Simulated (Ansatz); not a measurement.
HgTe: zone-centre modes at -1 GPa

Computed with DFT PBEsol, scalar-relativistic, plane waves, PAW in Ansatz 0.2.0. Settings: 420 eV plane-wave cutoff, Γ-centred 12×12×12 mesh, Fermi-Dirac smearing of 0.15 eV. No spin polarisation. Phonons by linear response, acoustic sum rule imposed.

The cell, relaxed at -1 GPa:
```xyz
2
Lattice="0.0000 3.2830 3.2830 3.2830 0.0000 3.2830 3.2830 3.2830 0.0000" Properties=species:S:1:pos:R:3 pbc="T T T"
Hg    0.0000    0.0000    0.0000
Te    4.9245    4.9245    4.9245
```

In a metal, frequencies and elastic constants depend on the k mesh and the smearing, soft modes and shear constants most. Spin–orbit coupling is left out, which can shift energies with elements as heavy as these.

Optical modes at Γ; i marks an imaginary frequency:
| frequency (cm⁻¹) | degeneracy |
| --- | --- |
| 102 | 3 |

All 3 optical modes at Γ are real: no displacement of atoms at fixed cell lowers the energy to second order. Strains and modes at other wave vectors aren't tested by this run.

The bands only touch here, so at this level the crystal is a zero-gap semiconductor or semimetal, not an ordinary metal; spin–orbit coupling, left out, can open or move such a gap.

Cost: 1 run of about 1.2 core-minutes, on Intel Xeon Platinum 8259CL (Skylake/Cascade Lake) (shared hosts).